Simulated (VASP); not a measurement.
**CoO: single point with LDA**

Crystal: CoO.

```
CELL_PARAMETERS angstrom
3.19765 0.00000 0.00000
-1.59882 2.76924 0.00000
0.00000 0.00000 5.22871
ATOMIC_POSITIONS crystal
Co 0.33333 0.66667 0.50336
Co 0.00000 0.00000 0.00347
O 0.33333 0.66667 0.87156
O 0.00000 0.00000 0.37161
```

Measurements of this composition are mostly on another form, of space group No. 225.

```
Program             : VASP 6.6.1
Task                : single point
Functional          : LDA
Potentials or basis : VASP PAW LDA potentials, release 64 (Co, O)
Cutoff              : 520 eV
k mesh              : 10 × 10 × 5
Occupations         : gaussian, width 0.05 eV
Spin                : collinear spin, ferromagnetic start
Starting moments    : [2.0, 2.0, 0.0, 0.0] μB
```

| Item | Value |
| --- | --- |
| Pressure | -16.4 GPa |
| Largest force | 0.273 eV/Å |
| Band gap on the k mesh | none (metal or under the smearing width) |
| Net moment | 5.29 μB per cell |
| Site moments | Co +2.27; O +0.29 μB |
| Valence electrons inside the program's atomic spheres | Co 8.00; O 4.94 |

Forces in eV/Å, atoms in the order of the input:
```
Co   0.000  0.000 -0.269
Co   0.000  0.000 -0.273
O    0.000  0.000  0.271
O    0.000  0.000  0.271
```

Stress tensor (GPa, compression positive):
```
-17.64   0.00   0.00
  0.00 -17.64   0.00
  0.00   0.00 -13.90
```

Levels at points of the mesh, in eV from the Fermi level:
Spin up:
```csv
k point,band 16,band 17,band 18,band 19,band 20,band 21
"(0.00, 0.00, 0.00)",0.16,0.43,0.48,0.48,5.46,7.08
"(0.50, 0.00, 0.00)",-1.51,-0.45,-0.29,5.70,6.07,7.26
```
Spin down:
```tsv
k point	band 8	band 9	band 10	band 11	band 12	band 13	band 14	band 15	band 16	band 17
(0.00, 0.00, 0.00)	-4.66	-0.68	-0.68	-0.14	-0.14	-0.12	0.67	1.35	1.35	2.21
(0.50, 0.00, 0.00)	-4.43	-0.86	-0.80	-0.18	-0.04	-0.04	-0.01	0.47	0.54	1.39
```

Run time: 2.4 min on 1 thread of Intel(R) Xeon(R) Platinum 8375C CPU @ 2.90GHz (Ice Lake), on a shared host, peak memory 0.21 GiB.

Caveat: so large a pressure means that the cell lies far from this level's equilibrium, or that cutoff or potentials fall short; semilocal functionals often make such compounds metallic where correlation or magnetic order opens a gap, which also shifts bond lengths. With open d or f shells a metallic result of LDA can be an artefact of self-interaction; +U or a hybrid may open a gap.
